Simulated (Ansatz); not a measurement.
# CaF2 (Fluorite) in Ansatz: the effect of functional

The system is CaF2 (Fluorite).

```xyz
3
Lattice="0.0000 2.7491 2.7491 2.7491 0.0000 2.7491 2.7491 2.7491 0.0000" Properties=species:S:1:pos:R:3 pbc="T T T"
Ca    0.0000    0.0000    0.0000
F     4.1236    4.1236    4.1236
F     1.3745    1.3745    1.3745
```

The cell isn't the ideal one: volume scaled by 1.02.

Alike in all runs:

* Program: Ansatz 0.2.0
* Task: single point
* Potentials or basis: Ansatz PAW
* k mesh: 8 × 8 × 8
* Occupations: fermi-dirac, width 0.05 eV
* Spin: no spin polarisation

Q: One run gave: gap on the mesh 6.81 eV; pressure -7.8 GPa. Which functional did it use?
A. LDA
B. PBEsol
C. r2SCAN

A: A.

```csv
functional,cutoff,gap on the mesh (eV),pressure (GPa)
LDA,420 eV (not typed: the program's choice for these potentials),6.81,-7.8
PBEsol,420 eV (not typed: the program's choice for these potentials),7.00,-3.3
r2SCAN,500 eV (not typed: the program's choice for these potentials),7.84,-2.7
```

Caveats: the PAW data sets come from PBE, with cores solved anew for the run's functional, which leaves a small shift of forces and pressure.

A k mesh can miss the band edges.
